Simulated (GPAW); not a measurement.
Input of a GPAW 26.7.0 run:

Contents of run.py:

```python
from ase import Atoms
from ase.calculators.mixing import SumCalculator
from ase.filters import FrechetCellFilter
from ase.io import write
from ase.optimize import BFGS
from dftd4.ase import DFTD4
from gpaw import GPAW, PW, setup_paths

setup_paths.insert(0, '.')

atoms = Atoms(['Pd', 'Pd'],
              cell=[[2.7836650458, 0.0, 0.0],
                    [-1.3918325229, 2.4107246453, 0.0],
                    [0.0, 0.0, 4.628893]],
              scaled_positions=[[0.3333333333, 0.6666666667, 0.25],
                                [0.6666666667, 0.3333333333, 0.75]],
              pbc=True)

calc = GPAW(mode=PW(600),
            xc='PBEsol',
            kpts={'size': (8, 8, 4), 'gamma': True},
            occupations={'name': 'fermi-dirac', 'width': 0.05},
            nbands=29,
            convergence={'density': 1e-05, 'forces': 0.0001},
            maxiter=150,
            txt='gpaw.txt')
atoms.calc = SumCalculator([calc, DFTD4(method='pbesol')])
opt = BFGS(FrechetCellFilter(atoms), trajectory='relax.traj', logfile='-')
done = opt.run(fmax=0.02, steps=60)
calc.write('gs.gpw')
write('result.traj', atoms)
print('Converged:', done)
print('Cell:', atoms.cell.cellpar().round(4))
print('Volume:', round(atoms.get_volume(), 4))
print(atoms.get_scaled_positions().round(5))
```

Potentials or basis: PAW data sets generated in the run's folder for this functional, pw.

The run is started by

```sh
$ gpaw-setup -f PBEsol Pd
$ OMP_NUM_THREADS=1 python run.py
```

What does it give for the band gap on the k mesh?

None (metal or under the smearing width).

Predict the relaxed cell.

a = 2.717 Å, b = 2.717 Å, c = 4.524 Å, α = 90.00°, β = 90.00°, γ = 120.00°.

Predict the space group after relaxing (to 0.05 Å).

P6_3/mmc (No. 194).

Estimate the dispersion energy per atom.

-0.292 eV.

Stress tensor (GPa, compression positive):
```
-0.18  0.00  0.00
 0.00 -0.18  0.00
 0.00  0.00  0.02
```

Caveat: later steps reuse the first step's grids; pairwise dispersion overbinds metals, which lowers pressure and volume.
